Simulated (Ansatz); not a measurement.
Input and command of a plane-wave DFT calculation in Ansatz:

```yaml
crystal:
  lattice:
    - [-2.7496541259, 2.7496541259, 3.9065784058]
    - [2.7496541259, -2.7496541259, 3.9065784058]
    - [2.7496541259, 2.7496541259, -3.9065784058]
  atoms:
    - { symbol: Sr, position: [0.75, 0.25, 0.5] }
    - { symbol: Sr, position: [0.25, 0.75, 0.5] }
    - { symbol: Ti, position: [0.0, 0.0, 0.0] }
    - { symbol: Ti, position: [0.5, 0.5, 0.0] }
    - { symbol: O, position: [0.25, 0.25, 0.0] }
    - { symbol: O, position: [0.75, 0.75, 0.0] }
    - { symbol: O, position: [0.7281949558, 0.2281949558, 0.9563899116] }
    - { symbol: O, position: [0.2281949558, 0.2718050442, 0.5] }
    - { symbol: O, position: [0.2718050442, 0.7718050442, 0.0436100884] }
    - { symbol: O, position: [0.7718050442, 0.7281949558, 0.5] }
basis:
  ecutwfc: 420
kpoints:
  mp_grid: { grid: [8, 8, 8] }
hamiltonian:
  xc: pbe
scf:
  occupations: { method: gaussian, width: 0.02 }
output:
  forces: true
  stress: true
  eigenvalues: true
relax:
  adjacent_minimum: "off"
  f_tol: 0.01
  max_steps: 30
  cell: { stress_tol: 0.1, fix: [volume] }
```

```bash
ansatz run input.yaml --threads 2 --pin off --max-ram 5120MiB --backend cpu --events-out ev --progress --plain --runs-dir out
```

Processor: Arm Neoverse V2, 2 threads, on a host shared with other jobs.

Problem. Estimate time, memory and problem size.

Solution. About 57 s on 2 threads of Arm Neoverse V2, with other jobs on the host, peak memory 0.59 GiB. It solves 50 bands at 59 k points (the mesh reduced by symmetry) with about 2277 plane waves, in 39 SCF iterations over 6 ionic steps.
